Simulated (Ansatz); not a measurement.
Write the native input for Ansatz 0.2.0 that does the following.

* Task: single point
* Functional: PBE
* Potentials or basis: Ansatz PAW
* Cutoff: 420 eV (not typed: the program's choice for these potentials)
* k mesh: 11 × 11 × 11
* Occupations: gaussian, width 0.027 eV
* Spin: no spin polarisation

Crystal: In.

```
In
1.0
    -1.62547    1.62547    2.47370
     1.62547   -1.62547    2.47370
     1.62547    1.62547   -2.47370
In
1
Direct
  0.00000 0.00000 0.00000
```

These files were run (other wordings do the same):

input.yaml

```yaml
crystal:
  lattice:
    - [-1.62547, 1.62547, 2.4737]
    - [1.62547, -1.62547, 2.4737]
    - [1.62547, 1.62547, -2.4737]
  atoms:
    - { symbol: In, position: [0.0, 0.0, 0.0] }
hamiltonian:
  xc: pbe
  pseudopotentials: { kind: paw }
kpoints:
  mp_grid: { grid: [11, 11, 11] }
scf:
  occupations: { method: gaussian, width: 0.027 }
output:
  forces: true
  stress: true
  eigenvalues: true
```

Potentials or basis: Ansatz PAW.

Run with:

```console
$ ansatz run input.yaml --threads 2 --pin off --max-ram 5632MiB --backend cpu --events-out ev --progress --plain --runs-dir out
```

Results of the run:

| Quantity | Value |
| --- | --- |
| Pressure | 2.0 GPa |
| Band gap on the k mesh | none (metal or under the smearing width) |

Run time: 1.9 s on 2 threads of Arm Neoverse N1 (shared host), peak memory 0.3 GiB.
